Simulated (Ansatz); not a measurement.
Crystal: Te2Mo.

```xyz
6
Lattice="3.5182 0.0000 0.0000 -1.7591 3.0469 0.0000 0.0000 0.0000 13.9736" Properties=species:S:1:pos:R:3 pbc="T T T"
Te    1.7591    1.0156    5.2960
Te    0.0000    2.0312   12.2828
Te    1.7591    1.0156    1.6908
Te    0.0000    2.0312    8.6776
Mo    1.7591    1.0156   10.4802
Mo    0.0000    2.0312    3.4934
```

Base run:

| Quantity | Value |
| --- | --- |
| Program | Ansatz 0.2.0 |
| Functional | BLYP |
| Potentials or basis | Ansatz PAW |
| Cutoff | 420 eV (not typed: the program's choice for these potentials) |
| k mesh | 9 × 9 × 2 |
| Occupations | fermi-dirac, width 0.05 eV |
| Spin | no spin polarisation |

Its results: band gap on the k mesh 0.82 eV, indirect (least direct gap 1.04 eV); pressure 9.1 GPa; largest force 0.460 eV/Å.

Task: The run is repeated on the same cell with these changes: functional from BLYP to PBE. What comes out?

Result: Band gap on the k mesh 0.78 eV, indirect (least direct gap 1.04 eV); pressure 2.9 GPa; largest force 0.175 eV/Å.

PBE binds more tightly than BLYP, so the same cell stands under less pressure.

Caveats: the k mesh misses the band edges, so the gap on the mesh is wider than the one along the path; spin-orbit coupling is left out, which moves the levels of the heavy elements; this functional lacks dispersion, which binds the layers, so the pressure and a relaxed spacing across them are unreliable; the PAW data sets come from PBE, with cores solved anew for the run's functional, which leaves a small shift of forces and pressure (some runs).
